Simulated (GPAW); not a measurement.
A run of GPAW 26.7.0:

Contents of run.py:

```python
from ase.dft.bandgap import bandgap
from ase.io import read, write
from ase.units import GPa
from gpaw import GPAW, PW

atoms = read('POSCAR')

calc = GPAW(mode=PW(800),
            xc='PBE',
            kpts={'size': (10, 10, 10), 'gamma': True},
            occupations={'name': 'methfessel-paxton', 'order': 0, 'width': 0.023},
            nbands=18,
            convergence={'density': 1e-05, 'energy': 1e-05},
            maxiter=150,
            txt='gpaw.txt')
atoms.calc = calc
energy = atoms.get_potential_energy()
forces = atoms.get_forces()
stress = atoms.get_stress()
calc.write('gs.gpw')
write('result.traj', atoms)
print(f'Energy: {energy:.6f} eV')
print('Forces (eV/A):')
print(forces.round(4))
print('Stress (GPa):', (stress / GPa).round(3))
print('Fermi level:', round(calc.get_fermi_level(), 4), 'eV')
print(f'Gap: {bandgap(calc)[0]:.4f} eV, direct: {bandgap(calc, direct=True)[0]:.4f} eV')
```

POSCAR

```
HfC
1.0
    0.0000000000      2.3250000000      2.3250000000
    2.3250000000      0.0000000000      2.3250000000
    2.3250000000      2.3250000000      0.0000000000
Hf C
1 1
Direct
    0.5000000000      0.5000000000      0.5000000000
    0.0000000000      0.0000000000      0.0000000000
```

Potentials or basis: GPAW PAW data sets (gpaw-data 1.2.1), pw.

The run is started by

```console
$ OMP_NUM_THREADS=1 python run.py
```

Hardware: 1 thread of Intel(R) Xeon(R) Platinum 8488C (Sapphire Rapids) (shared host).

Task: How long does it take, and how much memory?

Result: Wall time 17 s on 1 thread of Intel(R) Xeon(R) Platinum 8488C (Sapphire Rapids), with other jobs on the host, peak memory 0.18 GiB. Counts: scf iterations 9, plane waves 1308, bands 18, k points 47.
